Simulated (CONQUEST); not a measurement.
**KCl (Sylvite): single point with PBEsol**

**The experiment to reproduce.**

A printed reference work, monograph reports, for a bulk crystal of KCl: band gap 8.68 eV.

KCl (Sylvite):

```
CELL_PARAMETERS angstrom
4.44978 0.00000 0.00000
0.00000 4.44978 0.00000
0.00000 0.00000 6.29294
ATOMIC_POSITIONS crystal
K 0.00000 0.00000 0.00000
K 0.50000 0.50000 0.50000
Cl 0.00000 0.00000 0.50000
Cl 0.50000 0.50000 0.00000
```

```
Program             : CONQUEST 1.3
Task                : single point
Functional          : PBEsol
Potentials or basis : PseudoDojo NC PBEsol, DZP, grid cutoff 120 Ha
k mesh              : 6 × 6 × 4
Occupations         : fermi-dirac, width 0.05 eV
Spin                : no spin polarisation
```

* Pressure: -0.4 GPa
* Band gap on the k mesh: 5.09 eV
* Mulliken charges: K +0.42; Cl -0.42 e

Levels at points of the mesh, in eV from the valence-band top:
| k point | band 12 | band 13 | band 14 | band 15 | band 16 | band 17 | band 18 | band 19 | band 20 | band 21 |
| --- | --- | --- | --- | --- | --- | --- | --- | --- | --- | --- |
| (0.00, 0.00, 0.00) | -0.23 | -0.23 | 0.00 | 0.00 | 0.00 | 5.09 | 6.38 | 8.42 | 8.43 | 8.43 |
| (0.00, 0.00, 0.50) | -0.66 | -0.13 | -0.13 | -0.13 | -0.13 | 6.60 | 6.60 | 7.10 | 7.10 | 9.64 |

It took 83 s on 1 thread of Intel(R) Xeon(R) Platinum 8488C (Sapphire Rapids), with other jobs on the host, peak memory 1.3 GiB.

Measured gap of KCl: 8.68 eV (a printed reference work, monograph). This calculation gives 5.09 eV (-3.59 eV). The value is that of PBEsol in an atomic basis (PseudoDojo NC PBEsol, DZP, grid cutoff 120 Ha), whose error adds to the functional's, on a finite k mesh, which can miss the band edges, without temperature or zero-point motion. Semilocal functionals fall short of measured gaps as a rule.

Caveat: Mulliken charges move with the basis; the box holds several primitive cells, so bands are folded and the points are those of the box's own zone; the basis of atomic orbitals isn't converged, which shifts pressures, moduli and gaps; the real-space grid breaks the cell's symmetry a little.
